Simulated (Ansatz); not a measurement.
A distorted cell of GeO$_{2}$ (rutile):

```
GeO2
1.0
    4.48750     0.00000     0.00000
    0.00000     4.48750     0.00000
    0.00000     0.00000     2.90497
Ge O
2 4
Direct
  0.00000   0.00000   0.00000
  0.56240   0.50000   0.59639
  0.30714   0.30714   0.00000
  0.80714   0.19286   0.50000
  0.19286   0.80714   0.50000
  0.69286   0.69286   0.00000
```

Computed with PBE (plane waves to 420 eV, PAW, scalar-relativistic; Ansatz, a quantum-chemistry and plane-wave program). k mesh 6×6×9 (Γ-centred), Fermi-Dirac smearing 0.05 eV. E stands for the smeared free energy. Compression counts positive. GeO2 was relaxed with its symmetry unable to fall.

What forces act on the atoms (eV/Å, Cartesian)?


| atom | Fx | Fy | Fz |
|---|---|---|---|
| Ge1 | 3.181 | -0.046 | -0.123 |
| Ge2 | -7.412 | -4.441 | -7.438 |
| O3 | 0.615 | 0.289 | 0.630 |
| O4 | 0.433 | -0.691 | 0.044 |
| O5 | -0.487 | 0.077 | 0.141 |
| O6 | 3.670 | 4.812 | 6.746 |

What is the stress tensor (GPa)?


```
    5.1      2.5      9.2
    2.5     17.3     15.8
    9.2     15.8     19.8
```
The pressure, a third of the trace, is 14.1 GPa.

In it atom 2 sits (0.280, 0.000, 0.280) Å away from its relaxed site. What is its energy relative to the relaxed cell?

1825 meV/cell.

(A displaced cell: forces are minus the slopes of the energy, force constants its curvatures, and phonons follow from these.)
